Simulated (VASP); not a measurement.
The system is NiO.

```
CELL_PARAMETERS angstrom
0.00000 2.08590 2.08590
2.08590 0.00000 2.08590
2.08590 2.08590 0.00000
ATOMIC_POSITIONS crystal
Ni 0.00000 0.00000 0.00000
O 0.50000 0.50000 0.50000
```

| Item | Value |
| --- | --- |
| Program | VASP 6.6.1 |
| Task | relaxation of cell and atoms |
| Functional | revPBE |
| Dispersion | D3 |
| Potentials or basis | VASP PAW PBE potentials, release 64 (Ni, O) |
| Cutoff | 600 eV |
| k mesh | 11 × 11 × 11 |
| Occupations | fermi-dirac, width 0.05 eV |
| Spin | collinear spin, ferromagnetic start |
| Starting moments | [1.0, 0.0] μB |

At the start: pressure 5.6 GPa; volume 9.08 Å³/atom.

Q: How do energy, volume and symmetry change on relaxing?

A: Over 3 steps the energy falls by 4.1 meV/atom and the volume is 9.32 Å³/atom (+2.7 %); space group Fm-3m (No. 225, to 0.05 Å); moment 1.83 μB per cell.

Step by step:
```csv
step,energy change (eV),largest force (eV/Å),pressure (GPa),volume (Å³)
1,0.0000,0.0000,5.56,18.15
2,-0.0045,0.0000,-3.39,18.99
3,-0.0082,0.0000,0.13,18.64
```

Final structure:
```cif
data_structure
_symmetry_space_group_name_H-M 'P 1'
_symmetry_Int_Tables_number 1
_cell_length_a 2.9763
_cell_length_b 2.9763
_cell_length_c 2.9763
_cell_angle_alpha 60.000
_cell_angle_beta 60.000
_cell_angle_gamma 60.000
_cell_volume 18.64
loop_
_atom_site_label
_atom_site_type_symbol
_atom_site_fract_x
_atom_site_fract_y
_atom_site_fract_z
_atom_site_occupancy
Ni1 Ni 0.00000 0.00000 0.00000 1
O1 O 0.50000 0.50000 0.50000 1
```

Caveat: the PAW data sets were made with another functional, which shifts forces and pressure a little; a cell with one magnetic atom can't hold antiferromagnetic order, which such compounds often take; pairwise dispersion overbinds metals, which lowers pressure and volume.
